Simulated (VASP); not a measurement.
Sn, 2 atoms in the cell. The structure is cubic, space group Fd-3m (No. 227). Conventional cell: a = 6.467 Å, b = 6.467 Å, c = 6.467 Å, α = 90.00°, β = 90.00°, γ = 90.00°. Sn (site symmetry -43m) is surrounded by 4 Sn at 2.80 Å. This isn't the form of Sn at room conditions, which is tetragonal (white tin).

| Quantity | Value |
| --- | --- |
| Program | VASP 6.6.1 |
| Task | single point |
| Functional | PBEsol |
| Potentials or basis | VASP PAW PBE potentials, release 64 (Sn_d) |
| Cutoff | 520 eV |
| k mesh | 7 × 7 × 7 |
| Occupations | fermi-dirac, width 0.05 eV |
| Spin | no spin polarisation |
| Ladder | free |
| Further INCAR settings | ALGO = Normal; EDIFF = 1e-07; NBANDS = 21 |

Potentials or basis: VASP PAW PBE potentials, release 64 (Sn_d).

Run with:

```console
$ cat potpaw_PBE.64/Sn_d/POTCAR > POTCAR
$ mpirun -np 1 vasp_std > vasp.out
```

Hardware: 1 thread of AMD EPYC 7R43 64-Core Processor (Zen 3), on a shared host.

Task: How long does it take, and how much memory?

Result: It took 39 s on 1 thread of AMD EPYC 7R43 64-Core Processor (Zen 3), with other jobs on the host, peak memory 0.16 GiB. Counts: scf iterations 12, k points 20.
